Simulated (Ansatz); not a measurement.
**Ir: response to strain**

Ir is deformed so: equal xx and yy strain of +1 %. What stress and forces result, by LAPW, PAW and all-electron datasets made for the crystal?

Method: DFT PBE, scalar-relativistic, in Ansatz 0.2.0.

## (1) The system as given

It takes space group Fm-3m (No. 225, cubic). Conventional cell: a = 3.839 Å, b = 3.839 Å, c = 3.839 Å, α = 90.00°, β = 90.00°, γ = 90.00°. Ir (site symmetry m-3m) has 12 Ir at 2.71 Å as nearest neighbours.

Structure file:

```
Ir
1.0
     0.00000    1.91970    1.91970
     1.91970    0.00000    1.91970
     1.91970    1.91970    0.00000
Ir
1
Direct
  0.00000 0.00000 0.00000
```

## (2) After the deformation

Space group Fm-3m before, I4/mmm after.

## (3) LAPW, all electrons

Contents of input.yaml:

```yaml
crystal:
  lattice:
    - [0.0, 1.938897, 1.9197]
    - [1.938897, 0.0, 1.9197]
    - [1.938897, 1.938897, 0.0]
  atoms:
    - { symbol: Ir, position: [0.0, 0.0, 0.0] }
kpoints:
  mp_grid: { grid: [15, 15, 15] }
  band_path:
    path:
      - [0.0, 0.0, 0.0]
      - [0.0, 0.5, 0.5]
      - [0.25, 0.75, 0.5]
      - [0.0, 0.5, 0.0]
      - [0.0, 0.0, 0.0]
      - [0.5, 0.5, 0.0]
      - [0.3775125, 0.6224875, 0.0]
      - [-0.3775125, 0.3775125, 0.0]
      - [0.0, 0.0, 0.0]
    npoints: 5
scf:
  occupations: { method: fermi_dirac, width: 0.05 }
hamiltonian:
  xc: pbe
  pseudopotentials: { kind: all_electron, lapw: { basis_error: 0.0005 } }
output:
  forces: true
  stress: true
  eigenvalues: true
```

Run with:

```console
ansatz run input.yaml --threads 1 --pin off --max-ram 3072MiB --backend cpu --events-out ev --progress --plain --runs-dir out
```

## (4) PAW on the default files

Contents of input.yaml:

```yaml
crystal:
  lattice:
    - [0.0, 1.938897, 1.9197]
    - [1.938897, 0.0, 1.9197]
    - [1.938897, 1.938897, 0.0]
  atoms:
    - { symbol: Ir, position: [0.0, 0.0, 0.0] }
kpoints:
  mp_grid: { grid: [15, 15, 15] }
scf:
  occupations: { method: fermi_dirac, width: 0.05 }
hamiltonian:
  xc: pbe
  pseudopotentials: { kind: paw }
output:
  forces: true
  stress: true
  eigenvalues: true
  efg: { contact_densities: true }
  write_density: true
  write_potential: true
  elf: true
  volumetric_format: npy
```

## (5) Datasets made for this crystal

input.yaml: that of step 4 with these lines changed.

```diff
@@ -13,3 +13,3 @@
   xc: pbe
-  pseudopotentials: { kind: paw }
+  pseudopotentials: { kind: all_electron, datasets: crystal }
 output:
@@ -19,5 +19 @@
   efg: { contact_densities: true }
-  write_density: true
-  write_potential: true
-  elf: true
-  volumetric_format: npy
```

(Steps that only read results are left out.)

Before running it: what results should come out? Wanted: pressure; largest shear or deviatoric stress.

**Answer**, as computed:

```
                                 quantity                                           value
                                 pressure  LAPW 1.43, PAW 1.49, crystal datasets 1.44 GPa
largest shear or deviatoric stress (LAPW)                                        2.46 GPa
```

The largest part of the stress beyond the pressure is 2.46 GPa in size, in the zz component. No run of the undeformed cell stands beside it, so the pressure holds what the given cell had before the change. PAW: stress within 0.06 GPa of LAPW. Crystal datasets: stress within 0.01 GPa of LAPW. Spin-orbit coupling is left out, though the cell holds Ir; in elements this heavy it can shift bands and gaps by tenths of an eV.
